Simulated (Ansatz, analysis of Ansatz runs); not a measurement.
# Negative SiV centre in diamond: zero-phonon line, LDA

How near does this set-up come to the measured zero-phonon line? Subject: negative SiV centre in diamond. Set-up: LDA, 216-site cell, LDA lattice, 420 eV, k: the zone centre alone. The model is a cell of 216 host atoms with 1 site emptied and Si put on another atom's site. The excitation energy is a difference of total energies with one electron moved up within one spin channel. A larger cell tests how far the defect's images disturb the number.

Measured beforehand: Zero-phonon line: 1.68 eV, by optical spectroscopy, quoted from literature (“NV- - N+ pair centre in 1b diamond”, 2018, arxiv:1807.08889). The runs below try to reproduce this.

Main program and level: Ansatz 0.2.0; plane-wave PAW DFT, LDA; relaxation of all atoms of a defect supercell.

Most raw output is cut from this account.

**1. Set-up**

The cell holds 215 atoms: 214 C and 1 Si. Its edges and angles: a = 10.595 Å, b = 10.595 Å, c = 10.595 Å, α = 90.0°, β = 90.0°, γ = 90.0°. It derives from C (space group Fd-3m). Nearest the centre at fractional (0.458, 0.458, 0.542): Si108 at 0.01 Å, C110 at 1.92 Å, C109 at 1.92 Å, C111 at 1.92 Å, C114 at 1.92 Å, C113 at 1.92 Å, C105 at 1.92 Å, C86 at 2.61 Å. The cell carries charge −1.

The host's primitive cell comes from a first run (plane-wave PAW DFT, LDA; relaxation of the host's cell and atoms): vectors of 2.497, 2.497 and 2.497 Å. That is 5.51 Å³ an atom, 2.9 % under the diffraction cell's volume. The supercell is built on it.

**2. Relaxation, charge −1**

Every later number rests on the structure around the defect, so the atoms are relaxed at the host's lattice first.

Input file relax/input.yaml:

```yaml
relax:
  f_tol: 0.02
  max_steps: 80
  escape_saddle: false
crystal:
  lattice:
    - [10.59520894, 0.0, 0.0]
    - [0.0, 10.59520894, 0.0]
    - [0.0, 0.0, 10.59520894]
  atoms:
    - { symbol: C, position: [0.0, 0.0, 0.166666667] }
    - { symbol: C, position: [0.0, 0.166666667, 0.0] }
[... 13 atom lines left out ...]
    - { symbol: C, position: [0.25, 0.25, 0.583333333] }
[... 15 atom lines left out ...]
    - { symbol: C, position: [0.25, 0.583333333, 0.25] }
[... 3 atom lines left out ...]
    - { symbol: C, position: [0.166666667, 0.5, 0.5] }
[... 2 atom lines left out ...]
    - { symbol: C, position: [0.25, 0.416666667, 0.416666667] }
    - { symbol: C, position: [0.25, 0.583333333, 0.583333333] }
[... 2 atom lines left out ...]
    - { symbol: C, position: [0.166666667, 0.333333333, 0.666666667] }
[... 3 atom lines left out ...]
    - { symbol: C, position: [0.25, 0.416666667, 0.75] }
[... 15 atom lines left out ...]
    - { symbol: C, position: [0.25, 0.75, 0.416666667] }
[... 16 atom lines left out ...]
    - { symbol: C, position: [0.583333333, 0.25, 0.25] }
[... 3 atom lines left out ...]
    - { symbol: C, position: [0.5, 0.166666667, 0.5] }
[... 1 atom line left out ...]
    - { symbol: C, position: [0.416666667, 0.25, 0.416666667] }
[... 1 atom line left out ...]
    - { symbol: C, position: [0.583333333, 0.25, 0.583333333] }
[... 1 atom line left out ...]
    - { symbol: C, position: [0.333333333, 0.166666667, 0.666666667] }
[... 3 atom lines left out ...]
    - { symbol: C, position: [0.416666667, 0.25, 0.75] }
[... 5 atom lines left out ...]
    - { symbol: C, position: [0.5, 0.5, 0.166666667] }
    - { symbol: C, position: [0.416666667, 0.416666667, 0.25] }
[... 2 atom lines left out ...]
    - { symbol: C, position: [0.583333333, 0.583333333, 0.25] }
    - { symbol: C, position: [0.333333333, 0.333333333, 0.5] }
    - { symbol: C, position: [0.333333333, 0.5, 0.333333333] }
    - { symbol: C, position: [0.5, 0.333333333, 0.333333333] }
    - { symbol: Si, position: [0.457924379, 0.457924379, 0.542075621] }
    - { symbol: C, position: [0.416666667, 0.583333333, 0.416666667] }
    - { symbol: C, position: [0.583333333, 0.416666667, 0.416666667] }
    - { symbol: C, position: [0.583333333, 0.583333333, 0.583333333] }
    - { symbol: C, position: [0.333333333, 0.333333333, 0.833333333] }
    - { symbol: C, position: [0.333333333, 0.5, 0.666666667] }
    - { symbol: C, position: [0.5, 0.333333333, 0.666666667] }
    - { symbol: C, position: [0.5, 0.5, 0.833333333] }
[... 1 atom line left out ...]
    - { symbol: C, position: [0.416666667, 0.583333333, 0.75] }
    - { symbol: C, position: [0.583333333, 0.416666667, 0.75] }
[... 9 atom lines left out ...]
    - { symbol: C, position: [0.333333333, 0.666666667, 0.5] }
[... 1 atom line left out ...]
    - { symbol: C, position: [0.5, 0.666666667, 0.333333333] }
    - { symbol: C, position: [0.5, 0.833333333, 0.5] }
    - { symbol: C, position: [0.416666667, 0.75, 0.583333333] }
[... 1 atom line left out ...]
    - { symbol: C, position: [0.583333333, 0.75, 0.416666667] }
[... 3 atom lines left out ...]
    - { symbol: C, position: [0.5, 0.666666667, 0.666666667] }
[... 18 atom lines left out ...]
    - { symbol: C, position: [0.75, 0.25, 0.416666667] }
[... 18 atom lines left out ...]
    - { symbol: C, position: [0.666666667, 0.333333333, 0.5] }
    - { symbol: C, position: [0.666666667, 0.5, 0.333333333] }
[... 1 atom line left out ...]
    - { symbol: C, position: [0.833333333, 0.5, 0.5] }
    - { symbol: C, position: [0.75, 0.416666667, 0.583333333] }
    - { symbol: C, position: [0.75, 0.583333333, 0.416666667] }
[... 3 atom lines left out ...]
    - { symbol: C, position: [0.666666667, 0.5, 0.666666667] }
[... 3 atom lines left out ...]
    - { symbol: C, position: [0.75, 0.583333333, 0.75] }
[... 10 atom lines left out ...]
    - { symbol: C, position: [0.666666667, 0.666666667, 0.5] }
[... 14 atom lines left out ...]
    - { symbol: C, position: [0.916666667, 0.916666667, 0.916666667] }
total_charge: -1
basis:
  ecutwfc: 420
  xc_grid: 2
hamiltonian:
  xc: lda
kpoints:
  mp_grid: { grid: [1, 1, 1] }
magnetization:
  spin_polarized: true
  initial_magnetization: 1
  spin_locking: { lock_magnetization: hard }
scf:
  occupations: { method: fermi_dirac, width: 0.01 }
  max_iter: 120
output:
  forces: true
checkpoint:
  write: "../relax.run"
  compress: false
  write_wavefunctions: true
  write_every: 100000
```

Command:

```
> ansatz run input.yaml --threads 32 --pin off --max-ram 84787MiB --backend cuda --events-out ev --progress --plain --runs-dir out --max-vram 78GiB
```

Wall time 9.4 s (1 × NVIDIA GB200 with 32 threads of Arm Neoverse V2, shared host); peak memory 1.9 GiB; 35 s of CPU time.

The steps of the relaxation:

| step | energy less that of the first step (eV) | largest force component (eV/Å) |
| --- | --- | --- |
| 1 | 0.0000 | 2.7866 |
| 2 | -1.0847 | 0.4239 |
| 3 | -1.1625 | 0.1637 |
| 4 | -1.1742 | 0.0208 |
| 5 | -1.1743 | 0.0107 |

The run keeps the 6 symmetry operations that it works with, so distortions that break them were not tested.

The atoms that moved most (Å):

| atom | dx | dy | dz | length |
| --- | --- | --- | --- | --- |
| C111 | 0.004 | 0.004 | 0.107 | 0.108 |
| C109 | -0.107 | 0.004 | -0.004 | 0.108 |
| C110 | 0.004 | -0.107 | -0.004 | 0.108 |
| C114 | 0.107 | -0.004 | 0.004 | 0.108 |
| C113 | -0.004 | 0.107 | 0.004 | 0.108 |
| C105 | -0.004 | -0.004 | -0.107 | 0.108 |
| C177 | -0.035 | -0.029 | 0.035 | 0.057 |
| C130 | -0.029 | -0.035 | 0.035 | 0.057 |

Neighbours of the ideal centre at the end:

| atom | distance (Å) |
| --- | --- |
| Si108 | 0.000 |
| C111 | 1.957 |
| C110 | 1.957 |
| C109 | 1.957 |
| C114 | 1.957 |
| C113 | 1.957 |
| C105 | 1.957 |
| C40 | 2.655 |
| C39 | 2.655 |
| C88 | 2.655 |
| C86 | 2.655 |
| C117 | 2.655 |
| C118 | 2.655 |
| C185 | 2.655 |
| C138 | 2.655 |
| C128 | 2.655 |

Read from the output:

* free energy: -52587.3438 eV
* smearing term TS: 0.01386 eV
* total moment: 1 μB
* integral of the absolute spin density: 1.049 μB
* spin contamination: 5.19e-4

**3. Ground state**

Both spins' levels are needed to pick the two between which the electron moves, so the ground state is solved with empty bands.

This step: plane-wave PAW DFT, LDA; single point of a defect supercell.

Input file ground/input.yaml:

```yaml
crystal:
  lattice:
    - [10.59520894, 0.0, 0.0]
    - [0.0, 10.59520894, 0.0]
    - [0.0, 0.0, 10.59520894]
  atoms:
    - { symbol: C, position: [-0.00019886, -0.00019886, 0.16655838] }
    - { symbol: C, position: [0.000442284, 0.166757908, -0.000442284] }
[... 37 atom lines left out ...]
    - { symbol: C, position: [0.247566711, 0.587142592, 0.583920106] }
[... 45 atom lines left out ...]
    - { symbol: C, position: [0.416079894, 0.247566711, 0.412857408] }
[... 1 atom line left out ...]
    - { symbol: C, position: [0.587142592, 0.247566711, 0.583920106] }
[... 16 atom lines left out ...]
    - { symbol: C, position: [0.332961002, 0.332961002, 0.489862118] }
[... 2 atom lines left out ...]
    - { symbol: Si, position: [0.458326239, 0.458326239, 0.541673761] }
    - { symbol: C, position: [0.406526978, 0.583702225, 0.416297775] }
    - { symbol: C, position: [0.583702225, 0.406526978, 0.416297775] }
    - { symbol: C, position: [0.583702225, 0.583702225, 0.593473022] }
[... 1 atom line left out ...]
    - { symbol: C, position: [0.332961002, 0.510137882, 0.667038998] }
    - { symbol: C, position: [0.510137882, 0.332961002, 0.667038998] }
[... 2 atom lines left out ...]
    - { symbol: C, position: [0.416079894, 0.587142592, 0.752433289] }
    - { symbol: C, position: [0.587142592, 0.416079894, 0.752433289] }
[... 96 atom lines left out ...]
    - { symbol: C, position: [0.91686161, 0.91686161, 0.916778712] }
total_charge: -1
basis:
  ecutwfc: 420
  xc_grid: 2
hamiltonian:
  xc: lda
kpoints:
  mp_grid: { grid: [1, 1, 1] }
magnetization:
  spin_polarized: true
  initial_magnetization: 1
  spin_locking: { lock_magnetization: hard }
scf:
  occupations: { method: fermi_dirac, width: 0.01 }
  max_iter: 120
  n_extra_bands: 20
  lower_state_search: "off"
output:
  forces: true
  eigenvalues: true
  eigenstates: { localisation: true }
checkpoint:
  write: "../ground.run"
  compress: false
  write_wavefunctions: true
  write_every: 100000
```

Wall time 3.5 s (1 × NVIDIA GB200 with 32 threads); peak memory 1.3 GiB.

Numbers from this step:

```
free energy                           : -52587.3438 eV
smearing term TS                      : 0.01386 eV
total moment                          : 1.0000 μB
integral of the absolute spin density : 1.049 μB
spin contamination                    : 5.19e-4
```

States next to the filling edge at the first k-point, on the run's own zero (eigenstates.tsv). The participation number counts the atoms that a state is spread over, of 215; bands count from 0.

| spin | band | energy (eV) | occupation | participation | largest share on | share |
| --- | --- | --- | --- | --- | --- | --- |
| down | 425 | 12.936 | 1.00 | 23.8 | Si108 | 0.11 |
| down | 426 | 13.270 | 1.00 | 160.1 | C109 | 0.03 |
| down | 427 | 13.270 | 1.00 | 160.1 | C110 | 0.02 |
| down | 428 | 13.495 | 1.00 | 210.1 | C36 | 0.01 |
| down | 429 | 14.644 | 0.50 | 15.5 | C105 | 0.14 |
| down | 430 | 14.644 | 0.50 | 15.5 | C110 | 0.16 |
| down | 431 | 17.769 | 0.00 | 191.3 | C21 | 0.01 |
| down | 432 | 17.776 | 0.00 | 193.4 | C1 | 0.01 |
| down | 433 | 17.776 | 0.00 | 193.4 | C62 | 0.01 |
| down | 434 | 17.780 | 0.00 | 188.8 | C21 | 0.01 |
| down | 435 | 17.780 | 0.00 | 188.8 | C21 | 0.01 |
| up | 425 | 12.830 | 1.00 | 27.0 | Si108 | 0.10 |
| up | 426 | 13.238 | 1.00 | 144.0 | C109 | 0.03 |
| up | 427 | 13.238 | 1.00 | 144.0 | C110 | 0.03 |
| up | 428 | 13.490 | 1.00 | 209.9 | C36 | 0.01 |
| up | 429 | 14.481 | 1.00 | 17.2 | C105 | 0.13 |
| up | 430 | 14.481 | 1.00 | 17.2 | C109 | 0.15 |
| up | 431 | 17.765 | 0.00 | 191.7 | C21 | 0.01 |
| up | 432 | 17.771 | 0.00 | 194.0 | C30 | 0.01 |
| up | 433 | 17.771 | 0.00 | 194.0 | C62 | 0.01 |
| up | 434 | 17.776 | 0.00 | 189.3 | C21 | 0.01 |
| up | 435 | 17.776 | 0.00 | 189.3 | C21 | 0.01 |

The largest moments in the atoms' spheres: C105 0.05, C109 0.05, C110 0.05, C111 0.05, C113 0.05, C114 0.05 μB.

**4. Excited state at the ground state's structure**

One electron is moved to the upper level and held there by its overlap; at the ground state's structure the energy difference is the vertical absorption.

This step: plane-wave PAW DFT, LDA; single point of a defect supercell.

excited/input.yaml, as its differences from ground/input.yaml of step 3:

```diff
@@ -42,4 +42,9 @@
 scf:
-  occupations: { method: fermi_dirac, width: 0.01 }
-  max_iter: 120
+  occupations:
+    method: fermi_dirac
+    width: 0.01
+    excite:
+      from: { channel: down, k: 0, band: [v5, v4], track: overlap }
+      to: { channel: down, k: 0, band: [v2, v1], track: overlap }
+  max_iter: 150
   n_extra_bands: 20
@@ -48,6 +53,5 @@
   forces: true
-  eigenvalues: true
-  eigenstates: { localisation: true }
 checkpoint:
-  write: "../ground.run"
+  read: "../ground.run"
+  write: "../excited.run"
   compress: false
```

The job ended after 2.2 s (1 × NVIDIA GB200 with 32 threads; peak memory 1.4 GiB).

This step gave:

| Property | Result |
| --- | --- |
| free energy | -52585.8148 eV |
| smearing term TS | 0.01386 eV |
| total moment | 1 μB |
| integral of the absolute spin density | 1.020 μB |
| spin contamination | 1.85e-5 |

**5. Relaxation in the excited state**

The zero-phonon line joins two minima, so the atoms are relaxed with the electron held in the upper level.

This step: plane-wave PAW DFT, LDA; Delta-SCF with one electron moved between two levels, relaxation of all atoms.

excited_relax/input.yaml, as its differences from excited/input.yaml of step 4:

```diff
@@ -55,3 +55,3 @@
   read: "../ground.run"
-  write: "../excited.run"
+  write: "../excited_relax.run"
   compress: false
@@ -59 +59,5 @@
   write_every: 100000
+relax:
+  f_tol: 0.02
+  max_steps: 50
+  escape_saddle: false
```

It took 4.3 s on 1 × NVIDIA GB200 with 32 threads; peak memory 1.4 GiB.

Relaxation path:

| step | energy less that of the first step (eV) | largest force component (eV/Å) |
| --- | --- | --- |
| 1 | 0.0000 | 0.3133 |
| 2 | -0.0348 | 0.0928 |
| 3 | -0.0412 | 0.0151 |
| 4 | -0.0412 | 0.0151 |

The run keeps the 12 symmetry operations that it works with, so distortions that break them were not tested.

The atoms nearest to the centre after the run:

| atom | distance (Å) |
| --- | --- |
| Si108 | 0.000 |
| C111 | 1.948 |
| C110 | 1.948 |
| C109 | 1.948 |
| C114 | 1.948 |
| C113 | 1.948 |
| C105 | 1.948 |
| C138 | 2.659 |
| C185 | 2.659 |
| C128 | 2.659 |
| C176 | 2.659 |
| C107 | 2.659 |
| C106 | 2.659 |
| C118 | 2.659 |
| C86 | 2.659 |
| C88 | 2.659 |

Read from the output:

* free energy: -52585.8560 eV
* smearing term TS: 0.01386 eV
* total moment: 1 μB
* integral of the absolute spin density: 1.020 μB
* spin contamination: 1.89e-5

**6. Ground state at the excited state's structure**

The ground state at the excited structure gives the vertical emission.

This step: plane-wave PAW DFT, LDA; single point of a defect supercell.

Input file ground_at_excited/input.yaml:

```yaml
crystal:
  lattice:
    - [10.59520894, 0.0, 0.0]
    - [0.0, 10.59520894, 0.0]
    - [0.0, 0.0, 10.59520894]
  atoms:
    - { symbol: C, position: [-0.000218995, -0.000218995, 0.166587003] }
    - { symbol: C, position: [0.00042891, 0.166741121, -0.00042891] }
[... 102 atom lines left out ...]
    - { symbol: C, position: [0.333600151, 0.333600151, 0.489682115] }
[... 1 atom line left out ...]
    - { symbol: C, position: [0.501007297, 0.32913454, 0.330807758] }
    - { symbol: Si, position: [0.458331431, 0.458331431, 0.541668569] }
    - { symbol: C, position: [0.406344977, 0.583062712, 0.416937288] }
    - { symbol: C, position: [0.583062712, 0.406344977, 0.416937288] }
    - { symbol: C, position: [0.583062712, 0.583062712, 0.593655023] }
[... 1 atom line left out ...]
    - { symbol: C, position: [0.333600151, 0.510317885, 0.666399849] }
    - { symbol: C, position: [0.510317885, 0.333600151, 0.666399849] }
[... 13 atom lines left out ...]
    - { symbol: C, position: [0.32913454, 0.669192242, 0.498992703] }
[... 9 atom lines left out ...]
    - { symbol: C, position: [0.501007297, 0.669192242, 0.67086546] }
[... 37 atom lines left out ...]
    - { symbol: C, position: [0.669192242, 0.32913454, 0.498992703] }
[... 8 atom lines left out ...]
    - { symbol: C, position: [0.669192242, 0.501007297, 0.67086546] }
[... 29 atom lines left out ...]
    - { symbol: C, position: [0.916881857, 0.916881857, 0.916750135] }
total_charge: -1
basis:
  ecutwfc: 420
  xc_grid: 2
hamiltonian:
  xc: lda
kpoints:
  mp_grid: { grid: [1, 1, 1] }
magnetization:
  spin_polarized: true
  initial_magnetization: 1
  spin_locking: { lock_magnetization: hard }
scf:
  occupations: { method: fermi_dirac, width: 0.01 }
  max_iter: 120
  n_extra_bands: 20
  lower_state_search: "off"
output:
  forces: true
checkpoint:
  read: "../ground.run"
  write: "../ground_at_excited.run"
  compress: false
  write_wavefunctions: true
  write_every: 100000
```

Elapsed: 2.1 s, on 1 × NVIDIA GB200 with 32 threads; peak memory 1.4 GiB; 6.9 s of CPU time.

This step gave:

- free energy: -52587.3022 eV
- smearing term TS: 0.01386 eV
- total moment: 1 μB
- integral of the absolute spin density: 1.048 μB
- spin contamination: 5.07e-4

**7. Outcome**

The level that gives it spreads over a large part of the cell (160 of 215 atoms): it is diffuse or a band state, and this cell can't show whether it is bound to the centre. For the record: Zero-phonon line: computed 1.49 eV, measured 1.68 eV; 0.19 eV below the measurement.

[Logs are printed without paths, hosts, clocks, repeated set-up lines and the standing remarks that a program may print on its own settings, such as how far it seeks lower states.]

[Hosts, paths, dates, database ids (printed as entryN), source tags and the programs' standing remarks are cut or masked in the printed files.]

[For some hosts the program warned that the k-mesh of the response run may be too coarse for force constants and the static dielectric constant; such warnings are not shown here.]
